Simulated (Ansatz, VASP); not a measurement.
# Sb: VASP beside Ansatz

```
Sb
1.0
     0.00000    2.34569    2.34569
     2.34569    0.00000    2.34569
     2.34569    2.34569    0.00000
Sb
1
Cartesian
  0.0000 0.0000 0.0000
```

Alike in both runs: functional LDA; k mesh 12 × 12 × 12; occupations fermi-dirac, width 0.05 eV; no spin polarisation.

Ansatz relaxed the structure, and its values are those at the end. VASP's run is a single point on that final structure, the one shown.

```csv
,VASP,Ansatz
version,VASP 6.6.1,Ansatz 0.2.0
potentials or method,"VASP PAW LDA potentials, release 64 (Sb), cutoff 520 eV","all-electron LAPW, scalar-relativistic"
```

Ansatz gave:

- pressure (GPa): 0.0

Problem. Estimate VASP's values.

Solution. Pressure (GPa): 0.1.

Ansatz ran all-electron here, so the differences hold the error of VASP's frozen core and of both bases.

The runs have no spin-orbit coupling, so splittings on Sb are missing.
